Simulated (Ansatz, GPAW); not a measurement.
Given: the input of a run of Ansatz 0.2.0 on Sb (Antimony). 

Contents of input.yaml:

```yaml
crystal:
  lattice:
    - [2.1542, 1.2437279499, 3.758]
    - [-2.1542, 1.2437279499, 3.758]
    - [0.0, -2.4874558998, 3.758]
  atoms:
    - { symbol: Sb, position: [0.76651, 0.76651, 0.76651] }
    - { symbol: Sb, position: [0.23349, 0.23349, 0.23349] }
kpoints:
  mp_grid: { grid: [8, 8, 8] }
scf:
  occupations: { method: gaussian, width: 0.018 }
hamiltonian:
  xc: pbe
  pseudopotentials: { kind: all_electron, lapw: { basis_error: 0.001 } }
output:
  forces: true
  stress: true
  eigenvalues: true
```

Potentials or basis: all-electron LAPW, scalar-relativistic.

Launch:

```sh
$ ansatz run input.yaml --threads 1 --pin off --max-ram 3072MiB --backend cpu --events-out ev --progress --plain --runs-dir out
```

**Question.** What does the same run look like in GPAW 26.7.0 (ASE script)? Potentials or basis there: GPAW PAW data sets (gpaw-data 1.2.1), cutoff 600 eV.

**Answer.** As run (cutoffs and basis follow the program's own potentials, and thresholds, step limits or extra output files can differ):

The input run.py:

```python
from ase.dft.bandgap import bandgap
from ase.io import read, write
from ase.units import GPa
from gpaw import GPAW, PW

atoms = read('Sb.xyz')

calc = GPAW(mode=PW(600),
            xc='PBE',
            kpts={'size': (8, 8, 8), 'gamma': True},
            occupations={'name': 'methfessel-paxton', 'order': 0, 'width': 0.018000000000000002},
            nbands=25,
            convergence={'density': 1e-05, 'energy': 1e-05},
            maxiter=150,
            txt='gpaw.txt')
atoms.calc = calc
energy = atoms.get_potential_energy()
forces = atoms.get_forces()
stress = atoms.get_stress()
calc.write('gs.gpw')
write('result.traj', atoms)
print(f'Energy: {energy:.6f} eV')
print('Forces (eV/A):')
print(forces.round(4))
print('Stress (GPa):', (stress / GPa).round(3))
print('Fermi level:', round(calc.get_fermi_level(), 4), 'eV')
print(f'Gap: {bandgap(calc)[0]:.4f} eV, direct: {bandgap(calc, direct=True)[0]:.4f} eV')
```

Sb.xyz

```xyz
2
Lattice="2.1542000000 1.2437279499 3.7580000000 -2.1542000000 1.2437279499 3.7580000000 0.0000000000 -2.4874558998 3.7580000000" Properties=species:S:1:pos:R:3 pbc="T T T"
Sb     0.0000000000      0.0000000000      8.6416337400
Sb     0.0000000000      0.0000000000      2.6323662600
```

Potentials or basis: GPAW PAW data sets (gpaw-data 1.2.1), pw.

Launch:

```console
$ OMP_NUM_THREADS=1 python run.py
```

Both were run:

|  | Ansatz | GPAW |
| --- | --- | --- |
| Pressure | 2.7 GPa | 2.4 GPa |
| Largest force | 0.141 eV/Å | 0.125 eV/Å |

Where Ansatz's input types no cutoff or centring, it takes its own default and a Γ-centred mesh.

Pressure is positive in compression.
